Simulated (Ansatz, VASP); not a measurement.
One calculation of KF, two programs

```
K F
1.0
     3.17887    0.00000    0.00000
     0.00000    3.17887    0.00000
     0.00000    0.00000    3.31715
K F
1 1
Cartesian
  0.0000 0.0000 0.0000
  1.5894 1.5894 1.6586
```

Change from the starting cell: uniaxial_z strain +4.3%.

Alike in both runs: task single point; functional r2SCAN; k mesh 8 × 8 × 8; no spin polarisation.

|  | VASP | Ansatz |
| --- | --- | --- |
| version | VASP 6.6.1 | Ansatz 0.2.0 |
| potentials or method | VASP PAW PBE potentials, release 64 (K_sv, F) | plane waves, PAW |
| plane-wave cutoff (eV) | 520 | 500 |
| occupations | gaussian, width 0.01 eV | fixed |
| valence electrons in the cell | 16 | 16 |

|  | VASP | Ansatz | Ansatz less VASP |
| --- | --- | --- | --- |
| gap on the k mesh at the Fermi level (eV) | 7.32 | 7.32 | -0.002 |
| pressure (GPa) | -1.6 | -1.6 | +0.03 |
| largest component of the traceless stress (GPa) | 2.53 | 2.52 | -0.003 |

Caveats: the PAW data sets were made with another functional, which shifts forces and pressure a little (VASP). A k mesh can miss the band edges.
